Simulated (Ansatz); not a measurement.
# An elastic constant from a strain scan in Al₂Cu

The calculation used DFT r2SCAN, scalar-relativistic, plane waves, PAW in Ansatz 0.2.0. Settings: plane waves to 500 eV, k-mesh 16×16×16 (Γ-centred), Gaussian smearing 0.15 eV. No spin polarisation. Energies are free energies at this smearing, counted from the undisturbed cell; pressure is positive in compression.

The starting cell (relaxed at this level; it needn't be the usual structure):

```
CELL_PARAMETERS angstrom
-2.02736 2.02736 2.86699
2.02736 -2.02736 2.86699
2.02736 2.02736 -2.86699
ATOMIC_POSITIONS crystal
Al 0.75000 0.25000 0.50000
Al 0.25000 0.75000 0.50000
Cu 0.50000 0.50000 0.00000
```

The cell is strained by ε times the Voigt pattern (0, 1, 0, 0, 0, 0) (xx, yy, zz, yz, xz, xy; engineering shear) with fractional coordinates fixed. The cell holds 3 atoms in V0 = 47.14 Å³. The stress column is τ = (1/V0) dE/dε, got from the stress tensor σ (compression positive) at each point as −det(1 + εP) σ : P(1 + εP)⁻¹, with P the pattern as a tensor.

```csv
ε,ΔE (meV/atom),τ (GPa)
-0.1000,124.167,-26.947
-0.0750,67.661,-19.263
-0.0500,29.077,-12.292
-0.0250,7.014,-5.813
0.0000,0.000,-0.024
0.0250,6.305,5.046
0.0500,24.177,9.417
0.0750,51.800,12.959
0.0875,68.572,14.364
0.1000,?,?
```

Q: Which combination of elastic constants does this scan measure, and how large is it?

A: For small ε, τ = τ0 + Kε with K = pᵀCp, which for this pattern is C22 in the Cartesian frame shown. The parabola through τ at ε = -0.0250, 0 and 0.0250 has slope K = 217 GPa at zero. The energies per cell, E = NΔE, of the same two points give K = 2[E(ε₊)/ε₊ − E(ε₋)/ε₋]/[(ε₊ − ε₋)V0] = 217 GPa, in agreement. These are clamped-ion values.

Q: Predict the withheld row at ε = 0.1000 from the harmonic law, and compare.

A: ΔE = V0(τ0 ε + Kε²/2)/N = 106.250 meV/atom and τ = 21.69 GPa. The calculation gives 86.916 meV/atom and 15.53 GPa: the energy lies 18 % below the harmonic value, as bonds soften when stretched.

Forces appear on the atoms along this scan, and letting them relax would lower the energy and soften the response. In a metal these slopes depend on the k mesh and the smearing.